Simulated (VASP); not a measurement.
Input of a VASP 6.6.1 run:

INCAR

```
SYSTEM = InP
ALGO = Fast
EDIFF = 1E-7
ENCUT = 650
ISIF = 2
ISMEAR = 0
KPAR = 2
LASPH = .True.
LCHARG = .False.
LREAL = Auto
LWAVE = .False.
NBANDS = 261
NCORE = 1
NELM = 120
PREC = Accurate
SIGMA = 0.05
```

File KPOINTS:

```
k-points
0
Gamma
  2 2 2
  0 0 0
```

Contents of POSCAR:

```
InP
1.0
    0.0000000000      8.7915000000      8.7915000000
    8.7915000000      0.0000000000      8.7915000000
    8.7915000000      8.7915000000      0.0000000000
P In
27 27
Direct
    0.0000000000      0.0000000000      0.0000000000
    0.2500000000      0.2500000000      0.2500000000
    0.2500000000      0.2500000000      0.5833333333
    0.2500000000      0.2500000000      0.9166666667
    0.2500000000      0.5833333333      0.2500000000
    0.2500000000      0.5833333333      0.5833333333
    0.2500000000      0.5833333333      0.9166666667
    0.2500000000      0.9166666667      0.2500000000
    0.2500000000      0.9166666667      0.5833333333
    0.2500000000      0.9166666667      0.9166666667
    0.5833333333      0.2500000000      0.2500000000
    0.5833333333      0.2500000000      0.5833333333
    0.5833333333      0.2500000000      0.9166666667
    0.5833333333      0.5833333333      0.2500000000
    0.5833333333      0.5833333333      0.5833333333
    0.5833333333      0.5833333333      0.9166666667
    0.5833333333      0.9166666667      0.2500000000
    0.5833333333      0.9166666667      0.5833333333
    0.5833333333      0.9166666667      0.9166666667
    0.9166666667      0.2500000000      0.2500000000
    0.9166666667      0.2500000000      0.5833333333
    0.9166666667      0.5833333333      0.2500000000
    0.9166666667      0.5833333333      0.5833333333
    0.9166666667      0.5833333333      0.9166666667
    0.9166666667      0.9166666667      0.2500000000
    0.9166666667      0.9166666667      0.5833333333
    0.9166666667      0.9166666667      0.9166666667
    0.0000000000      0.0000000000      0.3333333333
    0.0000000000      0.0000000000      0.6666666667
    0.0000000000      0.3333333333      0.0000000000
    0.0000000000      0.3333333333      0.3333333333
    0.0000000000      0.3333333333      0.6666666667
    0.0000000000      0.6666666667      0.0000000000
    0.0000000000      0.6666666667      0.3333333333
    0.0000000000      0.6666666667      0.6666666667
    0.3333333333      0.0000000000      0.0000000000
    0.3333333333      0.0000000000      0.3333333333
    0.3333333333      0.0000000000      0.6666666667
    0.3333333333      0.3333333333      0.0000000000
    0.3333333333      0.3333333333      0.3333333333
    0.3333333333      0.3333333333      0.6666666667
    0.3333333333      0.6666666667      0.0000000000
    0.3333333333      0.6666666667      0.3333333333
    0.3333333333      0.6666666667      0.6666666667
    0.6666666667      0.0000000000      0.0000000000
    0.6666666667      0.0000000000      0.3333333333
    0.6666666667      0.0000000000      0.6666666667
    0.6666666667      0.3333333333      0.0000000000
    0.6666666667      0.3333333333      0.3333333333
    0.6666666667      0.3333333333      0.6666666667
    0.6666666667      0.6666666667      0.0000000000
    0.6666666667      0.6666666667      0.3333333333
    0.6666666667      0.6666666667      0.6666666667
    0.9166666667      0.2500000000      0.9166666667
```

Potentials or basis: VASP PAW LDA potentials, release 64 (P, In_d).

Command:

```bash
$ cat potpaw_LDA.64/P/POTCAR potpaw_LDA.64/In_d/POTCAR > POTCAR
$ mpirun -np 4 vasp_std > vasp.out
```

**Question.** What does it give for the band gap on the k mesh?

**Answer.** None (metal or under the smearing width).

**Question.** Predict the largest force.

**Answer.** 1.495 eV/Å.

**Question.** Estimate the pressure.

**Answer.** -0.8 GPa.

Forces in eV/Å, atoms in the order of the input:
```
P   -0.609  0.609 -0.609
P    0.014 -0.014  0.014
P   -0.131 -0.078  0.143
P    0.078  0.131  0.143
P    0.018 -0.031  0.018
P    0.013 -0.013  0.014
P    0.031 -0.018  0.018
P   -0.038 -0.002 -0.038
P    0.002  0.038 -0.038
P    0.664 -0.664 -0.853
P    0.143 -0.078 -0.131
P    0.007 -0.007  0.007
P    0.078 -0.143 -0.131
P    0.014 -0.013  0.013
P    0.013 -0.014  0.013
P    0.122 -0.122 -0.016
P   -0.038  0.038  0.002
P   -0.004  0.118 -0.004
P   -0.118  0.004 -0.004
P    0.143  0.131  0.078
P   -0.131 -0.143  0.078
P    0.018 -0.018  0.031
P   -0.016 -0.122  0.122
P    0.122  0.016  0.122
P   -0.853 -0.664  0.664
P   -0.004  0.004 -0.118
P    0.664  0.853  0.664
In   0.115 -0.020  0.302
In   0.020 -0.115  0.302
In   0.703  0.931  0.703
In  -0.036  0.036 -0.181
In  -0.931 -0.703  0.703
In  -0.084  0.104 -0.084
In  -0.104  0.084 -0.084
In  -0.023  0.023 -0.041
In   0.302 -0.020  0.115
In   0.046 -0.046  0.046
In   0.020 -0.302  0.115
In  -0.181  0.036 -0.036
In  -0.036  0.181 -0.036
In  -0.026  0.026 -0.071
In  -0.084  0.084 -0.104
In  -0.008  0.029 -0.008
In  -0.029  0.008 -0.008
In   0.302 -0.115  0.020
In   0.115 -0.302  0.020
In   0.044 -0.044  0.044
In   0.703 -0.703 -0.931
In  -0.071  0.026 -0.026
In  -0.026  0.071 -0.026
In  -0.041  0.023 -0.023
In  -0.008  0.008 -0.029
In  -0.023  0.041 -0.023
In  -0.863  0.863 -0.863
```
